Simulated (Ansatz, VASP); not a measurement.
# Cd2S in VASP and in Ansatz

Contents of INCAR:

```
SYSTEM = Cd2S
ALGO = Normal
EDIFF = 1E-6
ENCUT = 520
GGA = PE
ISIF = 2
ISMEAR = -1
LASPH = .True.
LCHARG = .False.
LREAL = .False.
LWAVE = .False.
NBANDS = 22
NELM = 60
PREC = Accurate
SIGMA = 0.05
```

The input KPOINTS:

```
k-points
0
Gamma
  8 8 5
  0 0 0
```

Contents of POSCAR:

```
Cd2S
1.0
    3.9626700490      0.0000000000      0.0000000000
   -1.9813350245      3.4317729293      0.0000000000
    0.0000000000      0.0000000000      5.8091920000
Cd S
2 1
Direct
    0.3333333333      0.6666666667      0.9327170000
    0.6666666667      0.3333333333      0.5787350000
    0.3333333333      0.6666666667      0.3657050000
```

File input.yaml:

```yaml
crystal:
  lattice:
    - [3.962670049, 0.0, 0.0]
    - [-1.9813350245, 3.4317729293, 0.0]
    - [0.0, 0.0, 5.809192]
  atoms:
    - { symbol: Cd, position: [0.3333333333, 0.6666666667, 0.932717] }
    - { symbol: Cd, position: [0.6666666667, 0.3333333333, 0.578735] }
    - { symbol: S, position: [0.3333333333, 0.6666666667, 0.365705] }
hamiltonian:
  xc: pbe
  pseudopotentials: { kind: paw }
kpoints:
  mp_grid: { grid: [8, 8, 5] }
  band_path:
    path:
      - [[0.0, 0.0, 0.0], [0.5, 0.0, 0.0], [0.3333333333, 0.3333333333, 0.0], [0.0, 0.0, 0.0], [0.0, 0.0, 0.5], [0.5, 0.0, 0.5], [0.3333333333, 0.3333333333, 0.5], [0.0, 0.0, 0.5]]
      - [[0.5, 0.0, 0.5], [0.5, 0.0, 0.0]]
      - [[0.3333333333, 0.3333333333, 0.0], [0.3333333333, 0.3333333333, 0.5]]
    npoints: 14
scf:
  occupations: { method: fermi_dirac, width: 0.05 }
  n_extra_bands: 7
output:
  forces: true
  stress: true
  eigenvalues: true
  fatbands: false
```

The cell comes from a database or a generator and needn't be the stable form of this composition.

Alike in both runs: functional PBE; k mesh 8 × 8 × 5; occupations fermi-dirac, width 0.05 eV; no spin polarisation.

```csv
,VASP,Ansatz
version,VASP 6.6.1,Ansatz 0.2.0
potentials or method,"VASP PAW PBE potentials, release 64 (Cd, S)",Ansatz PAW
plane-wave cutoff (eV),520,420
valence electrons in the cell,30,46
task,single point,band structure
```

Ansatz gave:

```
gap on the k mesh at the Fermi level (eV)       : 0.24
least direct gap on the mesh (eV)               : 0.57
pressure (GPa)                                  : -0.1
largest component of the traceless stress (GPa) : 0.01
rms of the force components (eV/Å)              : 0.031
```

Task: Estimate VASP's values.

Result: gap on the k mesh at the Fermi level (eV): 0.23; least direct gap on the mesh (eV): 0.57; pressure (GPa): 0.1; largest component of the traceless stress (GPa): 0.07; rms of the force components (eV/Å): 0.022.

Atom by atom the forces differ by 0.010 eV/Å (rms over components). The two sets of potentials don't hold the same shells in valence.

Caveats: an odd mesh through Γ misses points on the zone boundary, where band edges often lie (VASP).
